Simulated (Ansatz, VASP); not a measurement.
# ZnS (Wurtzite-2H) in two plane-wave programs, part 2 of 2

Wanted: the spread between two codes on one cell, functional and k mesh. Of the first pair: The cell is taken from a series of runs on this material, whose earlier steps may have relaxed, scaled, displaced or heated it; both programs get it as it stands.

VASP 6.6.1 and Ansatz 0.2.0.

So far: The structure; VASP: relaxation of cell and atoms, BLYP with D3(BJ); Ansatz: relaxation of cell and atoms, BLYP with D3(BJ); Differences.

## (5) Ansatz: relaxation of cell and atoms, BLYP

Level of this step: Ansatz beside VASP: Kohn-Sham DFT, plane waves, BLYP (Ansatz).

The relaxed volume is the usual yardstick between codes: in a stiff, nearly cubic crystal its relative difference is about their pressure difference at one cell divided by the bulk modulus.

The two relaxations start from unlike cells of this crystal (the structure described is Ansatz's start), so only their ends are compared.

File input.yaml:

```yaml
crystal:
  lattice:
    - [3.818, 0.0, 0.0]
    - [-1.909, 3.3064849916, 0.0]
    - [0.0, 0.0, 6.26]
  atoms:
    - { symbol: Zn, position: [0.3333333333, 0.6666666667, 0.0] }
    - { symbol: Zn, position: [0.6666666667, 0.3333333333, 0.5] }
    - { symbol: S, position: [0.3333333333, 0.6666666667, 0.375] }
    - { symbol: S, position: [0.6666666667, 0.3333333333, 0.875] }
kpoints:
  mp_grid: { grid: [9, 9, 4] }
hamiltonian:
  xc: blyp
scf:
  occupations: { method: gaussian, width: 0.02 }
output:
  forces: true
  stress: true
  eigenvalues: true
relax:
  adjacent_minimum: "off"
  f_tol: 0.005
  max_steps: 60
  cell: { stress_tol: 0.03 }
```

Run with:

```console
ansatz run input.yaml --threads 4 --pin off --max-ram 8192MiB --backend cpu --events-out ev --progress --plain --runs-dir out
```

Numbers of over 12 decimals in the logs are rounded to 6 here.

Log:

```text
[...]
Crystal: 4 atoms, lattice volume = 79.027 Å³
Basis set: ecut = 420 eV, 1545 PW (Γ), exchange–correlation on 54×54×90 points (8 copies of the dense FFT grid, shifted against one another)
Bands: 22, of which v1, the nominal top of the filled ones, is band 18 counted from 1 (17 counted from 0)
Symmetry: 12 space group operations
[...]
k-points: 36 of 324 (time reversal used)
[...]
--- Relaxed structure (5 steps of the walk, 5 accepted, 1 SCFs on fresh bases) ---
[...]
cell:  # Å, volume = 85.2307 Å³
    - [3.914132, 0.0, 0.0]
    - [-1.957066, 3.389738, 0.0]
    - [0.0, 0.0, 6.423837]
  atoms:
    - { symbol: Zn, position: [0.333333, 0.666667, 0.000260907] }
    - { symbol: Zn, position: [0.666667, 0.333333, 0.500261] }
    - { symbol: S, position: [0.333333, 0.666667, 0.374739] }
    - { symbol: S, position: [0.666667, 0.333333, 0.874739] }
[key lines of the parts left out:]
SCF converged after 8 iterations
Free energy (F): -8473.686756 eV
Fermi energy:    6.098806 eV
P = ⅓ Tr σ = -0.0039 GPa (-0.039 kbar)
```

## (6) VASP: relaxation of cell and atoms, BLYP

Its own start cell and the same functional (in two slightly different forms), mesh and smearing now go to VASP, with its own data sets.

File INCAR:

```
SYSTEM = ZnS
PREC = Accurate
ENCUT = 500
EDIFF = 1E-07
NELM = 120
ISMEAR = 0
SIGMA = 0.02
LREAL = .FALSE.
ALGO = Normal
GGA = B5
ALDAX = 1
AGGAX = 1
AGGAC = 1
ALDAC = 0
NBANDS = 24
LORBIT = 11
LWAVE = .FALSE.
LCHARG = .FALSE.
ISIF = 3
IBRION = 2
NSW = 80
EDIFFG = -0.005
LASPH = .TRUE.
GGA_COMPAT = .FALSE.
NELMIN = 4
EFERMI = MIDGAP
```

File POSCAR:

```
ZnS
1.0
    3.9154504628      0.0000000000      0.0000000000
   -1.9577252314      3.3908795770      0.0000000000
    0.0000000000      0.0000000000      6.4237233008
Zn S
2 2
Direct
    0.3333332829      0.6666665659      0.0001927788
    0.6666667171      0.3333334341      0.5001927788
    0.3333332829      0.6666665659      0.3748072212
    0.6666667171      0.3333334341      0.8748072212
```

File KPOINTS:

```
Automatic mesh
0
Gamma
9 9 4
0 0 0
```

PAW data sets: Zn and S (PBE family, release 64).

Run with:

```console
mpirun -np 1 vasp_std
```

Log:

```text
[banner, memory and clock lines left out]
running    1 mpi-ranks, on    1 nodes
[...]
[... a notice as in an earlier step ...]

 LDA part: xc-table for (Slater(with rela. corr.)+VWN5), standard interpolation
 POSCAR, INCAR and KPOINTS ok, starting setup
[...]
entering main loop
       N       E                     dE             d eps       ncg     rms          rms(c)
DAV:   1     0.236865183789E+03    0.23687E+03   -0.17073E+04  1728   0.172E+03
DAV:   2     0.983623225923E+01   -0.22703E+03   -0.21983E+03  1864   0.355E+02
DAV:   3    -0.122139925299E+02   -0.22050E+02   -0.21926E+02  2128   0.112E+02
DAV:   4    -0.126717693018E+02   -0.45778E+00   -0.45748E+00  2072   0.170E+01
[...]
DAV:  12    -0.116477298558E+02   -0.35392E-05   -0.69856E-06  2376   0.334E-02    0.387E-03
DAV:  13    -0.116477299339E+02   -0.78177E-07   -0.19724E-06  2352   0.222E-02    0.213E-03
DAV:  14    -0.116477298735E+02    0.60456E-07   -0.42020E-07  1952   0.110E-02
   1 F= -.11647730E+02 E0= -.11647730E+02  d E =-.116477E+02
[...]
N       E                     dE             d eps       ncg     rms          rms(c)
DAV:   1    -0.116478551848E+02   -0.12525E-03   -0.18095E-03  2048   0.678E-01    0.821E-02
DAV:   2    -0.116477545181E+02    0.10067E-03   -0.43901E-04  2056   0.428E-01    0.305E-02
DAV:   3    -0.116477421854E+02    0.12333E-04   -0.24320E-05  1944   0.314E-02    0.148E-02
DAV:   4    -0.116477384599E+02    0.37255E-05   -0.14441E-06  2240   0.106E-02    0.825E-03
DAV:   5    -0.116477372493E+02    0.12105E-05   -0.35618E-07  1864   0.119E-02    0.524E-04
DAV:   6    -0.116477372814E+02   -0.32142E-07   -0.49112E-07  1568   0.847E-03
   2 F= -.11647737E+02 E0= -.11647737E+02  d E =-.740797E-05
 trial-energy change:   -0.000007  1 .order   -0.000006   -0.000010   -0.000003
 step:   1.1710(harm=  1.3370)  dis= 0.00011  next Energy=   -11.647738 (dE=-0.763E-05)
 reached required accuracy - stopping structural energy minimisation
```

From OUTCAR (step 6):

```text
  Total        0.0018151      0.0018151      0.0057474      0.0000000      0.0000000      0.0000000
  in kB        0.0340782      0.0340782      0.1079078      0.0000000      0.0000000      0.0000000
  external PRESSURE =       0.0586881 kB  Pullay stress =       0.0000000 kB

 POSITION                                       TOTAL-FORCE (eV/Angst)
 -----------------------------------------------------------------------------------
     -0.00000      2.26095      0.00134        -0.000000      0.000000      0.001402
      1.95804      1.13047      3.21400         0.000000     -0.000000      0.001402
     -0.00000      2.26095      2.40816        -0.000000      0.000000     -0.001402
      1.95804      1.13047      5.62082         0.000000      0.000000     -0.001402
 -----------------------------------------------------------------------------------
    total drift:                               -0.000001     -0.000236     -0.000509

  FREE ENERGIE OF THE ION-ELECTRON SYSTEM (eV)
  ---------------------------------------------------
  free  energy   TOTEN  =       -11.6477372814 eV

  energy  without entropy=      -11.6477372814  energy(sigma->0) =      -11.64773728

[... 2 parts as in an earlier step ...]

[... 2 further parts left out ...]
[key lines of the parts left out:]
E-fermi :   2.7021
```

## (7) Side by side

The two programs side by side:

```tsv
quantity	Ansatz	VASP	difference
volume (Å³)	85.23	85.34	-0.12 %
edge a after relaxation, in the typed setting (Å)	3.914	3.916	-0.05 %
edge c after relaxation, in the typed setting (Å)	6.424	6.425	-0.02 %
```

## (8) Summary of results

| Item | Value |
| --- | --- |
| difference in volume (relaxation of cell and atoms, BLYP with D3(BJ)) | -0.17 % |
| difference in volume (relaxation of cell and atoms, BLYP) | -0.12 % |

In words: The difference in volume is -0.17 % (relaxation of cell and atoms, BLYP with D3(BJ)), within the 1.2 % picked in this series as the mark of a large difference, as far as the stopping tolerances let one tell. 1 further run of this series is not shown here. Such differences can come from data sets, numerical settings and the points named under the comparisons, not from the functional's error against experiment.

[Lines on the potential files, build, host, timing and source positions are cut from VASP's logs without a mark.]

[Logs are printed without paths, hosts, clocks, repeated set-up lines and the standing remarks that a program may print on its own settings, such as how far it seeks lower states.]

[Hosts, paths, dates, database ids (printed as entryN), source tags and the programs' standing remarks are cut or masked in the printed files.]
